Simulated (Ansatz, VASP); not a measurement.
# MgO: VASP beside Ansatz

```xyz
2
Lattice="0.0000 2.1496 2.1496 2.1496 0.0000 2.1496 2.1496 2.1496 0.0000" Properties=species:S:1:pos:R:3 pbc="T T T"
Mg    0.0000    0.0000    0.0000
O     2.1496    2.1496    2.1496
```

Alike in both runs: task single point; functional PBE; k mesh 8 × 8 × 8; occupations fermi-dirac, width 0.05 eV; no spin polarisation.

|  | VASP | Ansatz |
| --- | --- | --- |
| version | VASP 6.6.1 | Ansatz 0.2.0 |
| potentials or method | VASP PAW PBE potentials, release 64 (Mg, O) | PAW, plane waves, scalar-relativistic |
| plane-wave cutoff (eV) | 520 | 420 |
| valence electrons in the cell | 8 | 16 |

|  | VASP | Ansatz | Ansatz less VASP |
| --- | --- | --- | --- |
| gap on the k mesh at the Fermi level (eV) | 4.15 | 4.17 | +0.019 |
| pressure (GPa) | -5.2 | -4.5 | +0.75 |

The two sets of potentials don't hold the same shells in valence.

As with any semilocal functional, this PBE gap is likely too small.
